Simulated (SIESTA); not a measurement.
BP:

```xyz
2
Lattice="0.0000 2.2690 2.2690 2.2690 0.0000 2.2690 2.2690 2.2690 0.0000" Properties=species:S:1:pos:R:3 pbc="T T T"
P     3.4035    3.4035    3.4035
B     0.0000    0.0000    0.0000
```

| Property | Result |
| --- | --- |
| Program | SIESTA 5.4.2 |
| Task | relaxation of cell and atoms |
| Functional | PBEsol |
| Potentials or basis | PseudoDojo 0.5 standard (PBE files) |
| Basis | SZP (energy shift 0.01 Ry) |
| Grid cutoff | 750 Ry |
| Energy shift | 0.01 Ry |
| k mesh | 8 × 8 × 8 |
| Occupations | fermi-dirac, width 0.05 eV |
| Spin | no spin polarisation |

At the start: pressure 8.8 GPa; volume 11.68 Å³/atom.

Q: Where does the relaxation end?

A: Over 4 steps the energy falls by 16.0 meV/atom and the volume is 12.29 Å³/atom (+5.2 %); space group F-43m (No. 216, to 0.05 Å).

Step by step:
| step | energy change (eV) | largest force (eV/Å) | pressure (GPa) | volume (Å³) |
| --- | --- | --- | --- | --- |
| 1 | 0.0000 | 0.0000 | 8.75 | 23.36 |
| 2 | -0.0039 | 0.0000 | 8.19 | 23.44 |
| 3 | -0.0320 | 0.0001 | -0.06 | 24.59 |
| 4 | -0.0320 | 0.0001 | -0.01 | 24.58 |

Final structure:
```
P B
1.0
     0.00000    2.30782    2.30782
     2.30782    0.00000    2.30782
     2.30782    2.30782    0.00000
P B
1 1
Direct
  0.75000 0.75000 0.75000
  0.00000 0.00000 0.00000
```

Caveat: the potentials were made for another functional, which shifts forces and pressure; the basis of atomic orbitals isn't converged, which shifts pressures, moduli and gaps.
